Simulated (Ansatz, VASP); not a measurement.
# As: VASP beside Ansatz

INCAR

```
  ALGO = Normal
  DIPOL = 0.5 0.5 0.500
  EDIFF = 1E-6
  ENCUT = 520
  GGA = CA
  IDIPOL = 3
  ISIF = 2
  ISMEAR = 0
  LASPH = True
  LCHARG = False
  LDIPOL = True
  LREAL = False
  LWAVE = False
  NBANDS = 12
  NELM = 100
  PREC = Accurate
  SIGMA = 0.02
```

File KPOINTS:

```
k-points
0
Gamma
  9 9 1
```

File POSCAR:

```
As
1.0
    3.2940000000      0.0000000000      0.0000000000
   -1.6470000000      2.8526876801      0.0000000000
    0.0000000000      0.0000000000     28.0000000000
As
2
Direct
    0.3333333333      0.6666666667      0.5158571429
    0.6666666667      0.3333333333      0.4841428571
```

Input for Ansatz:

```yaml
crystal:
  lattice:
    - [3.294, 0.0, 0.0]
    - [-1.647, 2.8526876801, 0.0]
    - [0.0, 0.0, 28.0]
  atoms:
    - { symbol: As, position: [0.3333333333, 0.6666666667, 0.5158571429] }
    - { symbol: As, position: [0.6666666667, 0.3333333333, 0.4841428571] }
  periodic: [true, true, false]
basis:
  ecutwfc: 420
kpoints:
  mp_grid: { grid: [9, 9, 1] }
hamiltonian:
  xc: lda
scf:
  occupations: { method: gaussian, width: 0.02 }
output:
  forces: true
  stress: true
  eigenvalues: true
```

Alike in both runs: task single point; functional LDA; k mesh 9 × 9 × 1; occupations gaussian, width 0.02 eV; no spin polarisation.

|  | VASP | Ansatz |
| --- | --- | --- |
| version | VASP 6.6.1 | Ansatz 0.2.0 |
| potentials or method | VASP PAW LDA potentials, release 64 (As) | scalar-relativistic, plane waves, PAW |
| plane-wave cutoff (eV) | 520 | 420 |
| valence electrons in the cell | 10 | 30 |

Ansatz gave:

```
rms of the force components (eV/Å) : 5.543
```

Problem. Which values does VASP return?

Solution. rms of the force components (eV/Å): 5.536.

Atom by atom the forces differ by 0.007 eV/Å (rms over components). The two sets of potentials don't hold the same shells in valence.
